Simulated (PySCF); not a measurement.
## How good is the calculation?

Atom-mapped SMILES (the numbers label the heavy atoms): `[O:1]=[C:2]1[CH:3]=[CH:4][C:5](=[O:6])[O:7]1`; H(Xn) means a hydrogen on atom n.

- NMR shieldings at CAM-B3LYP/pcSseg-2/GIAO
- coordinates at the PBE0-D3(BJ)/def2-SVP level
- run in PySCF 2.14
- gas phase, one computed conformer, non-relativistic, rapidly exchanging positions averaged

Reference values: measured (solution, CH3CN; L. Olsson, D. Cremer, J. Phys. Chem. 100 (1996) 16881).
```csv
atoms,quantity,reference,computed
O1/O6,δ 17O vs gaseous H2O,437.1,490.6
O7,δ 17O vs gaseous H2O,288.1,307.6
```

Reference values: measured (CH3CN; Olsson, Cremer, J. Phys. Chem. 1996, 100, 16881).
| atoms | quantity | reference | computed |
| --- | --- | --- | --- |
| O1/O6 | δ 17O vs H2O (gas) | 437.1 | 490.6 |
| O7 | δ 17O vs H2O (gas) | 288.1 | 307.6 |

Computed shifts are σ(ref) − σ with the named reference compound (TMS for H and C) calculated as an isolated molecule at the same level.

**Question.** How far are the unscaled 17O shifts from the references?

**Answer.** Mean signed difference +36.50 ppm, mean absolute 36.50 ppm over 4 comparisons; the largest is +53.5 ppm at O1/O6 (ester carbonyl oxygen).

4 of the 10 published NMR values on file for this molecule are compared. The rest: values whose atom or origin is in doubt.
